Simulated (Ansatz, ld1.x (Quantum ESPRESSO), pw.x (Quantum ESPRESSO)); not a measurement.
**Which P potential is closest to all-electron in the diamond crystal?**

All use PBE, scalar-relativistic, no spin, cutoffs from each file’s atomic test, pw.x 7.5; 8³ k-points, Fermi–Dirac smearing 0.01 Ry. Δ is the rms difference from all-electron LAPW of the E(V) curves that follow from fits to the pressures, over ±6 % in volume. Mesh and smearing are coarse and serve the comparison alone. The files are a selection: those with a ghost or negative overlap were mostly not run, and those with noisy or unconverged pressures or nearly equal Δ are left out.

All-electron: a0 = 5.504 Å (V0 = 20.84 Å³/atom), B0 = 41.6 GPa.

Q: Rank them by Δ, smallest first.
A. norm-conserving Troullier–Martins (Kleinman–Bylander form), ld1.x (Quantum ESPRESSO) 7.5, PBE; core [Ne], reference 3s2 3p3; waves: 3s (bound): rc 1.65 bohr; 3p (bound): rc 1.85 bohr; 3d channel at -0.15 Ry: rc 1.75 bohr; local part: the d channel; core correction: none.
B. norm-conserving Troullier–Martins (Kleinman–Bylander form), ld1.x (Quantum ESPRESSO) 7.5, PBE; core [Ne], reference 3s2 3p3; waves: 3p (bound): rc 1.70 bohr; 3d channel at 0.05 Ry: rc 1.80 bohr; 3s (bound): rc 1.70 bohr; local part: the s channel; core correction: none.
C. ultrasoft, ld1.x (Quantum ESPRESSO) 7.5, PBE; core [Ne], reference 3s1 3p4; waves: 3s (bound): rcut 1.40, rcutus 1.50 bohr; 3s channel at -0.8 Ry: rcut 1.40, rcutus 1.50 bohr; 3p (bound): rcut 1.45, rcutus 1.65 bohr; 3p channel at 3.6 Ry: rcut 1.45, rcutus 1.65 bohr; 3d channel at -0.05 Ry: rcut 1.35, rcutus 1.65 bohr; 3d channel at 1.8 Ry: rcut 1.35, rcutus 1.65 bohr; local part: all-electron potential smoothed inside 1.60 bohr (lloc = -1); core correction: none; augmentation: built from norm-conserving waves at rcut, not smoothed further.
D. norm-conserving RRKJ (Kleinman–Bylander form), ld1.x (Quantum ESPRESSO) 7.5, PBE; core [Ne], reference 3s2 3p3; waves: 3p (bound): rc 1.55 bohr; 3d channel at 0.35 Ry: rc 1.70 bohr; 3s (bound): rc 1.45 bohr; local part: the s channel; core correction: Bessel-smoothed model core, default radius (core density twice the valence density); rho0 0.01.

A: C (0.1 meV/atom), B (0.6 meV/atom), D (0.8 meV/atom), A (1.3 meV/atom).
